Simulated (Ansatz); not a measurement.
The system is SiNi2.

```
Ni Si
1.0
     3.83600    0.00000    0.00000
    -1.91800    3.32207    0.00000
     0.00000    0.00000    4.94800
Ni Si
4 2
Direct
  0.66667 0.33333 0.75000
  0.33333 0.66667 0.25000
  0.00000 0.00000 0.50000
  0.00000 0.00000 0.00000
  0.66667 0.33333 0.25000
  0.33333 0.66667 0.75000
```

* Program: Ansatz 0.2.0
* Task: single point
* Functional: PBE
* Potentials or basis: Ansatz PAW
* Cutoff: 420 eV (not typed: the program's choice for these potentials)
* k mesh: 8 × 8 × 6
* Occupations: fermi-dirac, width 0.05 eV
* Spin: collinear spin, ferromagnetic start
* Starting moments: [1.0, 1.0, 1.0, 1.0, 0.0, 0.0] μB

On this cell: pressure 11.4 GPa; largest force under 0.003 eV/Å; net moment 0.00 μB per cell; band gap on the k mesh none (metal or under the smearing width).

The same run follows on a disturbed copy (atoms moved at random, drawn with an rms of 0.05 Å):

```
Ni Si
1.0
     3.83600    0.00000    0.00000
    -1.91800    3.32207    0.00000
     0.00000    0.00000    4.94800
Ni Si
4 2
Cartesian
  1.9394 1.0737 3.6664
  -0.0441 2.1886 1.2315
  0.0154 -0.0337 2.4996
  -0.0064 -0.0061 -0.0072
  1.9650 1.0736 1.2374
  -0.0007 2.2228 3.7522
```

Task: What changes?

Result: The energy (extrapolated to zero smearing) moves by +13.8 meV/atom; pressure 12.0 GPa; largest force 1.182 eV/Å; net moment 0.00 μB per cell; band gap on the k mesh none (metal or under the smearing width).

Forces on the atoms (eV/Å):
```
Ni  -0.268  0.525  0.232
Ni   1.173  0.054  0.133
Ni  -0.094  0.050 -0.464
Ni   0.030 -0.099  0.213
Si  -1.105  0.019 -0.017
Si   0.264 -0.549 -0.097
```

Stress tensor (GPa, compression positive):
```
12.73  1.92  0.00
 1.92 14.87 -0.02
 0.00 -0.02  8.41
```

Caveats: the starting moments weren't kept.
